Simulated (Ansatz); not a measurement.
# Zn under strains and displacements

Level of theory: DFT PBEsol, scalar-relativistic, plane waves, PAW in Ansatz.

Settings: cutoff 420 eV, Γ-centred mesh 18×18×18 on the computed 1-atom cell, Gaussian smearing of 0.10 eV; no spin polarisation.

Reference cell:

```
CELL_PARAMETERS angstrom
0.00000 1.96478 1.96478
1.96478 0.00000 1.96478
1.96478 1.96478 0.00000
ATOMIC_POSITIONS crystal
Zn 0.00000 0.00000 0.00000
```

Each variant moves atoms of this cell by the vectors given, if any (Å), and then applies a symmetric strain (tensor components, Cartesian axes). The reference cell isn't relaxed at this level. Energies are per atom at zero smearing, counted from the lowest variant. Pressure is positive in compression.

1. strain (xx yy zz yz xz xy, %) -3.13 -3.13 -3.13 0.00 0.00 0.00
2. strain (xx yy zz yz xz xy, %) -2.94 -2.94 -2.94 0.00 0.00 0.00
3. strain (xx yy zz yz xz xy, %) 4.80 4.80 4.80 0.00 0.00 0.00

```csv
result,ΔE (meV/atom),P (GPa)
A,0.0,1.66
B,134.8,-10.53
C,1.0,2.23
```

Which variant gave which result?

A is 2, B is 3, C is 1. The pressure falls as the cell grows: from the smallest volume to the largest the variants are 1, 2, 3.

This fcc form isn't the element's structure at ambient conditions.